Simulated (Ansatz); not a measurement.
**Stationary points along a deformation path in ZnO**

Theory: DFT LDA, scalar-relativistic, plane waves, PAW (Ansatz 0.2.0). The runs took a 420 eV cutoff, a Γ-centred 12×12×12 mesh and Gaussian smearing (0.05 eV). No spin polarisation. Energies are free energies at this smearing, counted from the undisturbed cell; pressure is positive in compression.

Reference structure (as given, not relaxed at this level; it stands at -15.0 GPa; this rock-salt form isn't the usual structure):

```xyz
2
Lattice="0.0000 2.1694 2.1694 2.1694 0.0000 2.1694 2.1694 2.1694 0.0000" Properties=species:S:1:pos:R:3 pbc="T T T"
Zn    0.0000    0.0000    0.0000
O     2.1694    2.1694    2.1694
```

At fixed volume and fractional coordinates, lengths along (0.000, 0.000, 1.000) are scaled against those across it; ρ is that ratio over its starting value. V = 10.210 Å³/atom. Δσ is the stress along the axis less the mean stress across it (compression positive).

```csv
ρ,ΔE (meV/atom),Δσ (GPa),space group
0.650,581.7,122.28,I4/mmm
0.707,260.6,62.65,I4/mmm
0.780,87.1,25.10,I4/mmm
0.850,26.8,9.87,I4/mmm
0.920,5.7,3.48,I4/mmm
0.960,1.3,1.51,I4/mmm
1.000,0.0,0.00,Fm-3m
1.050,1.8,-1.73,I4/mmm
1.100,7.1,-3.69,I4/mmm
1.200,30.2,-9.31,I4/mmm
1.300,75.4,-18.00,I4/mmm
1.414,163.5,-32.35,I4/mmm
1.500,261.5,-46.34,I4/mmm
```

Task: How does the stress give the slope of the energy, and where is the energy stationary?

Result: Along the path d ln(length) is 2/3 d ln ρ on the axis and −1/3 d ln ρ across it, so dE/d ln ρ = −(2/3) V Δσ: the energy falls with ρ where Δσ is positive. Δσ vanishes or changes sign at ρ = 1.000 (Fm-3m), a minimum at 0.0 meV/atom. Pairs of stationary points between two samples would go unseen, and could change a minimum read from distant neighbours into a maximum. At ρ = 1.000 the cell is cubic, where symmetry alone makes the stress isotropic and the slope zero.

Task: Which shear constant sets the curvature at ρ = 1?

Result: For a cubic crystal E/V = (2/3) C (ln ρ)² with C = C′ = (C11 − C12)/2, so Δσ = −2C ln ρ. The parabola of Δσ against ln ρ through ρ = 0.960, 1 and 1.050 gives C ≈ 18.2 GPa with the ions clamped, rough because the steps are large. It is the stress–strain coefficient at this cell's pressure of -15.0 GPa, not the zero-pressure constant.

Task: Integrate that slope from ρ = 1 to 1.200 by the trapezoid rule.

Result: With V/N in Å³ and 1 eV/Å³ = 160.2 GPa the slopes at ρ = 1.000, 1.050, 1.100, 1.200 are 0, 73, 157, 396 meV/atom per unit of ln ρ. The steps add 1.8 + 5.4 + 24.0 = 31.2 meV/atom, against 30.2 from the energies; the trapezoid rule misses the curvature of the slope within each step.